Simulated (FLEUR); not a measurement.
# In (Im-3m) in FLEUR: a series of runs

Runs on In. Level: PBEsol. Tasks: single point.

Everything below comes from runs of FLEUR MaX-R8.1 (later development tree). Logs are shortened: lines on timing, memory, paths and dates and some standing lists are left out, and cuts for length are marked.

**1. Starting point**

It takes space group Im-3m (No. 229, cubic). Conventional cell: a = 3.765 Å, b = 3.765 Å, c = 3.765 Å, α = 90.00°, β = 90.00°, γ = 90.00°. In (site symmetry m-3m) has 8 In at 3.26 Å as nearest neighbours.

This isn't the form of In at room conditions, which is tetragonal.

**2. Single point, PBEsol**

Input file inp.xml:

```xml
<?xml version="1.0" encoding="UTF-8" standalone="no"?>
<fleurInput fleurInputVersion="0.39">
   <comment>
      In                                                                                                  
   </comment>
   <calculationSetup>
      <cutoffs Kmax="4.1" Gmax="12.7" GmaxXC="12.7" numbands="0"/>
      <scfLoop itmax="60" minDistance="0.00001" maxIterBroyd="15" imix="Anderson" alpha="0.05" precondParam="0.0" spinf="2.0" sdNocoIR="T"/>
      <coreElectrons ctail="T" frcor="F" kcrel="0" coretail_lmax="0"/>
      <xcFunctional name="PBEs" relativisticCorrections="F"/>
      <magnetism jspins="1"/>
      <soc l_soc="F" theta="0.0" phi="0.0" spav="F"/>
      <expertModes spex="0" secvar="F"/>
      <geometryOptimization l_f="T" forcealpha="1.0" forcemix="BFGS" epsdisp="0.0005" epsforce="0.0002"/>
      <ldaU l_linMix="F" mixParam="0.05" spinf="1.0"/>
   </calculationSetup>
   <cell>
      <bzIntegration valenceElectrons="21.0" mode="hist" fermiSmearingEnergy="0.00183747">
         <kPointListSelection listName="default-1"/>
         <!-- k-points included here -->
         <xi:include xmlns:xi="http://www.w3.org/2001/XInclude" href="kpts.xml"> </xi:include>
      </bzIntegration>
      <!-- symmetry operations included here -->
      <xi:include xmlns:xi="http://www.w3.org/2001/XInclude" href="sym.xml"> </xi:include>
      <bulkLattice scale="1.0">
         <bravaisMatrix>
            <row-1>   -3.5574571262468848     3.5574571262468848     3.5574571262468848</row-1>
            <row-2>    3.5574571262468848    -3.5574571262468848     3.5574571262468848</row-2>
            <row-3>    3.5574571262468848     3.5574571262468848    -3.5574571262468848</row-3>
         </bravaisMatrix>
      </bulkLattice>
   </cell>
   <atomSpecies>
      <species name="Indium (In)" element="In" atomicNumber="49">
         <mtSphere radius="2.66" gridPoints="879" logIncrement="0.015"/>
         <atomicCutoffs lmax="10" lnonsphr="10"/>
         <electronConfig flipSpins="F">
            <coreConfig>(1s1/2) (2s1/2) (2p1/2) (2p3/2) (3s1/2) (3p1/2) (3p3/2) (3d3/2) (3d5/2)</coreConfig>
            <valenceConfig>(4s1/2) (4p1/2) (4p3/2) (5s1/2) (4d3/2) (4d5/2) (5p1/2) (5p3/2)</valenceConfig>
            <stateOccupation state="(5p1/2)" spinUp="0.166667" spinDown="0.166667"/>
            <stateOccupation state="(5p3/2)" spinUp="0.333333" spinDown="0.333333"/>
         </electronConfig>
         <energyParameters s="5" p="5" d="4" f="4"/>
         <lo type="SCLO" l="0" n="4" eDeriv="0"/>
         <lo type="SCLO" l="1" n="4" eDeriv="0"/>
         <lo type="SCLO" l="1" n="4" eDeriv="1"/>
         <lo type="SCLO" l="2" n="4" eDeriv="2"/>
         <lo type="SCLO" l="3" n="4" eDeriv="2"/>
      </species>
   </atomSpecies>
   <atomGroups>
      <atomGroup species="Indium (In)">
         <relPos label="                   1">.0000000000 .0000000000 .0000000000</relPos>
         <force calculate="T" relaxXYZ="TTT"/>
      </atomGroup>
   </atomGroups>
   <output dos="F" band="F" slice="F">
      <checks vchk="F" cdinf="F"/>
      <bandDOS minEnergy="-.5*Htr" maxEnergy="0.5*Htr" sigma="0.015" storeEVData="T"/>
      <vacuumDOS vacdos="F" integ="F" star="F" nstars="0" locx1="0.0" locy1="0.0" locx2="0.0" locy2="0.0" nstm="0" tworkf="0.0"/>
      <unfoldingBand unfoldBand="F" supercellX="1" supercellY="1" supercellZ="1"/>
      <plotting iplot="0" polar="F">
         <plot TwoD="T" vec1="  1.0  0.0  0.0" vec2="  0.0  1.0  0.0" vec3="  0.0  0.0  1.0" zero="  0.0  0.0  0.0" file="plot"/>
      </plotting>
      <chargeDensitySlicing numkpt="0" minEigenval="0.0" maxEigenval="0.0" nnne="0" pallst="F"/>
      <specialOutput eonly="F"/>
      <moessbauerParams electricFieldGradient="T" isomerShift="T" coreHyperfine="T" valenceHyperfine="T"/>
      <magneticCircularDichroism mcd="F" energyLo="-10.0" energyUp="0.0"/>
   </output>
  <!-- We include the file relax.xml here to enable relaxations (see documentation) -->
  <xi:include xmlns:xi="http://www.w3.org/2001/XInclude" href="relax.xml"> <xi:fallback/> </xi:include>
</fleurInput>
```

Input file crystal.txt:

```
In
&input cartesian=F /
-1.8825252400  1.8825252400  1.8825252400
1.8825252400  -1.8825252400  1.8825252400
1.8825252400  1.8825252400  -1.8825252400
1.8897261246
1.0 1.0 1.0

1
49 0.0000000000  0.0000000000  0.0000000000

&kpt div1=10 div2=10 div3=10 gamma=T /
```

Potentials or basis: all-electron, FLAPW.

The run is started by

```bash
> inpgen -f crystal.txt -profile fastHighL
> # inp.xml edited to the form shown
> fleur_MPI
```

The program printed:

```text
Welcome to FLEUR        (www.flapw.de)
      MaX-Release 8.1          (www.max-centre.eu)

 ========== k-point set info ==========
 Selected k-point list: default-1
 k-point list type: mesh
 10 x 10 x 10
 Number of k points: 47

 ------------Calculation Setup---------------------------
 Number of MPI-tasks      :            1
 Number of PE/node        :            1
 Number of OMP-threads    :            1
 Most efficient MPI parallelization for:
           1          47
 Additional eigenvalue parallelization possible
 Number of basis functions:          271
 Approximate size of matrices (H+S) per k-point:         0.001 GB
 --------------------------------------------------------
 Iteration:     1   Distance:       4.20204220 me/bohr^3
 Iteration:     2   Distance:       3.89180691 me/bohr^3
 Iteration:     3   Distance:       1.77548519 me/bohr^3
 Iteration:     4   Distance:       0.17265617 me/bohr^3
 Iteration:     5   Distance:       0.17631927 me/bohr^3
 Iteration:     6   Distance:       0.03551250 me/bohr^3
 Iteration:     7   Distance:       0.00787548 me/bohr^3
 Iteration:     8   Distance:       0.00216284 me/bohr^3
 Iteration:     9   Distance:       0.00021549 me/bohr^3
 Iteration:    10   Distance:       0.00016869 me/bohr^3
 Iteration:    11   Distance:       0.00001539 me/bohr^3
 Iteration:    12   Distance:       0.00000467 me/bohr^3

 ********************************************************************
 Run finished successfully
 Stop message:
   Structural relaxation: Done
 ********************************************************************
```

out.xml (last iteration):

```text
<iteration numberForCurrentRun="   13" overallNumber="   13">
         <energyParameters units="Htr">
            <atomicEP atomType="1" spin="1" branch="5s" branchLowest="-3.99" branchHighest="0.83" value="0.0489367923"/>
            <atomicEP atomType="1" spin="1" branch="5p" branchLowest="-2.46" branchHighest="1.43" value="0.2423665262"/>
            <atomicEP atomType="1" spin="1" branch="4d" branchLowest="-15.49" branchHighest="-0.24" value="-0.2749030388"/>
            <atomicEP atomType="1" spin="1" branch="4f" branchLowest="-9.99" branchHighest="1.90" value="0.5798956078"/>
            <loAtomicEP atomType="1" spin="1" branch="4s" branchLowest="-28.54" branchHighest="-3.99" value="-3.9924783074"/>
            <loAtomicEP atomType="1" spin="1" branch="4p" branchLowest="-23.42" branchHighest="-2.46" value="-2.4750480510"/>
            <loAtomicEP atomType="1" spin="1" branch="4p" branchLowest="-23.42" branchHighest="-2.46" value="-2.4750480510"/>
            <loAtomicEP atomType="1" spin="1" branch="4d" branchLowest="-15.49" branchHighest="-0.24" value="-0.2854015372"/>
            <loAtomicEP atomType="1" spin="1" branch="4f" branchLowest="-9.99" branchHighest="1.90" value="0.5798977365"/>
         </energyParameters>
         <eigenvalues>
            <eigenvaluesAt spin="1" ikpt="1" k_x="0.00000000" k_y="0.00000000" k_z="0.00000000">
                      -3.9924937195       -2.4676858092       -2.4676858092       -2.4676858092       -0.2930627245
                      -0.2930627245       -0.2930627245       -0.2832421717       -0.2832421717       -0.1035527403
                       0.6424511263        0.6424511263        0.6424511263        0.7175300820        0.7175300820
                       0.7175300820        0.7916439731
            </eigenvaluesAt>
            <eigenvaluesAt spin="1" ikpt="2" k_x="0.00000000" k_y="0.00000000" k_z="0.10000000">
                      -3.9924921231       -2.4677123318       -2.4676967032       -2.4676850381       -0.2934419218
                      -0.2927232041       -0.2916120206       -0.2836389860       -0.2832568341       -0.0951556997
                       0.5666243336        0.6068338765        0.6231549544        0.6796891530        0.6914658895
                       0.7126925309        0.8099266305
            </eigenvaluesAt>
            <eigenvaluesAt spin="1" ikpt="3" k_x="0.00000000" k_y="0.00000000" k_z="0.20000000">
                      -3.9924879157       -2.4677814529       -2.4677250302       -2.4676829359       -0.2944296781
                      -0.2922409589       -0.2877418660       -0.2844105021       -0.2832849920       -0.0696667830
[... 19 lines left out ...]
         </valenceDensity>
         <coreStates atomType="     1" atomicNumber=" 49" spin="1" kinEnergy="   5925.8685264423" eigValSum="  -3513.8974611194" lostElectrons=" 0.000000">
            <state n="1" l="0" j="0.5" energy="-1018.3830529242" weight="1.0000000000"/>
            <state n="2" l="0" j="0.5" energy="-152.1158062475" weight="1.0000000000"/>
            <state n="2" l="1" j="0.5" energy="-141.8508242876" weight="1.0000000000"/>
            <state n="2" l="1" j="1.5" energy="-134.1072589940" weight="2.0000000000"/>
            <state n="3" l="0" j="0.5" energy="-28.5379982545" weight="1.0000000000"/>
            <state n="3" l="1" j="0.5" energy="-24.3953585995" weight="1.0000000000"/>
            <state n="3" l="1" j="1.5" energy="-22.9966267932" weight="2.0000000000"/>
            <state n="3" l="2" j="1.5" energy="-15.6636088526" weight="2.0000000000"/>
            <state n="3" l="2" j="2.5" energy="-15.3769003222" weight="3.0000000000"/>
         </coreStates>
         <allElectronCharges>
            <spinDependentCharge spin="1" total="49.0000000" interstitial="1.5835709" mtSpheres="47.4164291"/>
            <totalCharge value="48.9999999998"/>
         </allElectronCharges>
         <moessbauerParams unitsHFF="kG" unitsIS="e/bohr^3" unitsEFG="Htr/bohr^2">
            <coreIsomerShift atomType="1" isTotal="176714.43699">
               <shell n="1" l="0" isomerShift="154759.22192"/>
               <shell n="2" l="0" isomerShift="17993.21175"/>
               <shell n="2" l="1" isomerShift="413.73607"/>
               <shell n="3" l="0" isomerShift="3462.47097"/>
               <shell n="3" l="1" isomerShift="85.79627"/>
               <shell n="3" l="2" isomerShift="0.00001"/>
            </coreIsomerShift>
            <isomerShift atomType="1" nucleusRadius="0.0001148" averageDensity="177454.68575"/>
            <electricFieldGradient atomType="1" VXX="0.00000" VYY="0.00000" VZZ="0.00000" asymParam="0.00000">
            </electricFieldGradient>
         </moessbauerParams>
         <totalEnergy                                    value="    -5880.5985178951" units="Htr">
            <sumOfEigenvalues                            value="    -3539.2564904065">
               <coreElectrons value="-3513.8974611194"/>
               <valenceElectrons value="-25.3590292871"/>
            </sumOfEigenvalues>
            <densityCoulombPotentialIntegral value="-9510.1724469987"/>
            <densityEffectivePotentialIntegral value="-9716.9959617516"/>
            <chargeDenXCDenIntegral value="-157.3244620220"/>
            <FockExchangeEnergyValence value="0.0000000000"/>
            <FockExchangeEnergyCore value="0.0000000000"/>
            <atomTypeDependentContributions atomType="1">
               <electronNucleiInteractionDifferentMTs value="7125.6963313465"/>
               <MadelungTerm value="-20.2309723723"/>
            </atomTypeDependentContributions>
            <tkbTimesEntropy value="0.0002020882"/>
            <freeEnergy value="-5880.5987199832"/>
            <extrapolationTo0K value="-5880.5986189392"/>
         </totalEnergy>
         <totalForcesOnRepresentativeAtoms units="Htr/bohr">
            <forceTotal atomType="1" x="0.000000" y="0.000000" z="0.000000" F_x="0.00000000" F_y="0.00000000" F_z="0.00000000"/>
         </totalForcesOnRepresentativeAtoms>
      </iteration>
```

It took 23 s on 1 thread of Arm Neoverse V2, shared host; peak memory 0.07 GiB.

What came out:

```yaml
Free_energy: -160019.2431 eV
Band_gap_on_the_k_mesh: none (metal or under the smearing width)
Valence_electrons_inside_the_program's_atomic_spheres: In 19.42 (radii In 2.66 bohr)
```

Core levels (eV from the Fermi level):
| atom | levels |
| --- | --- |
| 1 In | 1s1/2 -27718.1, 2s1/2 -4145.8, 2p1/2 -3866.5, 2p3/2 -3655.8, 3s1/2 -783.1, 3p1/2 -670.4, 3p3/2 -632.3, 3d3/2 -432.8, 3d5/2 -425.0 |

**3. Single point, PBEsol (cell strained at random at fixed volume)**

inp.xml, as its differences from that of step 2:

```diff
@@ -26,5 +26,5 @@
          <bravaisMatrix>
-            <row-1>   -3.5574571262468848     3.5574571262468848     3.5574571262468848</row-1>
-            <row-2>    3.5574571262468848    -3.5574571262468848     3.5574571262468848</row-2>
-            <row-3>    3.5574571262468848     3.5574571262468848    -3.5574571262468848</row-3>
+            <row-1>   -3.5333173111969742     3.5094670777783978     3.6166920278143264</row-1>
+            <row-2>    3.4648789898684607    -3.6146700208610043     3.6534585392945442</row-2>
+            <row-3>    3.5120900176393426     3.5934427273033727    -3.7218949708969329</row-3>
          </bravaisMatrix>
```

Input file crystal.txt:

```
In
&input cartesian=F /
-1.8697510000  1.8571300000  1.9138710000
1.8335350000  -1.9128010000  1.9333270000
1.8585180000  1.9015680000  -1.9695420000
1.8897261246
1.0 1.0 1.0

1
49 -0.0001030000  -0.0021710000  0.0014700000

&kpt div1=10 div2=10 div3=10 gamma=T /
```

Potentials or basis: all-electron, FLAPW.

The run is started by

```bash
> inpgen -f crystal.txt -profile fastHighL
> # inp.xml edited to the form shown
> fleur_MPI
```

It took 5.1 min on 1 thread of Arm Neoverse V2, shared host; peak memory 0.11 GiB.

It converged, with:

- Free energy: -160019.2409 eV
- Band gap on the k mesh: none (metal or under the smearing width)
- Valence electrons inside the program's atomic spheres: In 19.42 (radii In 2.66 bohr)

Levels at points of the mesh, in eV from the Fermi level:
| k point | band 8 | band 9 | band 10 | band 11 | band 12 | band 13 |
| --- | --- | --- | --- | --- | --- | --- |
| (0.00, 0.00, 0.00) | -14.26 | -14.24 | -9.36 | 10.36 | 10.91 | 11.33 |
| (0.00, 0.00, 0.50) | -14.24 | -14.08 | -3.66 | -2.97 | 5.54 | 6.93 |
| (0.00, 0.50, 0.00) | -14.25 | -14.08 | -3.72 | -3.01 | 5.74 | 7.31 |
| (0.00, 0.50, 0.50) | -14.25 | -14.11 | -4.26 | -3.20 | 6.33 | 7.82 |
| (0.50, 0.00, 0.00) | -14.27 | -14.07 | -3.77 | -3.04 | 5.94 | 7.58 |
| (0.50, 0.00, 0.50) | -14.24 | -14.10 | -4.04 | -3.12 | 5.96 | 7.51 |
| (0.50, 0.50, 0.00) | -14.24 | -14.09 | -3.77 | -3.01 | 5.47 | 7.14 |
| (0.50, 0.50, 0.50) | -14.13 | -14.10 | 0.86 | 0.88 | 1.38 | 1.72 |

Core levels (eV from the Fermi level):
```
atom                                                                                                                             levels
1 In  1s1/2 -27718.2, 2s1/2 -4145.8, 2p1/2 -3866.5, 2p3/2 -3655.8, 3s1/2 -783.1, 3p1/2 -670.4, 3p3/2 -632.3, 3d3/2 -432.8, 3d5/2 -425.0
```
